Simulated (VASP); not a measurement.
Here is a VASP 6.6.1 calculation.

Contents of INCAR:

```
PREC = Accurate
ENCUT = 520
EDIFF = 1E-6
ISMEAR = 0
SIGMA = 0.028000000000000004
LREAL = F
LASPH = T
NELM = 80
ALGO = Fast
ISIF = 2
LWAVE = F
LCHARG = T
GGA = PE
LELF = T
LVHAR = T
```

The input KPOINTS:

```
Automatic mesh
0
Gamma
  8 8 8
```

Contents of POSCAR:

```
HgSe
1.0
    0.0000000000      3.0390000000      3.0390000000
    3.0390000000      0.0000000000      3.0390000000
    3.0390000000      3.0390000000      0.0000000000
Hg Se
1 1
Direct
    0.0000000000      0.0000000000      0.0000000000
    0.7500000000      0.7500000000      0.7500000000
```

Potentials or basis: VASP PAW PBE potentials, release 64 (Hg, Se).

The run is started by

```console
$ cat potpaw_PBE.64/Hg/POTCAR potpaw_PBE.64/Se/POTCAR > POTCAR
$ mpirun -np 1 vasp_std > vasp.out
```

(1) What does it give for the band gap on the k mesh?

(2) What does it give for the pressure?

Answers

(1) none (metal or under the smearing width).

(2) 5.0 GPa.
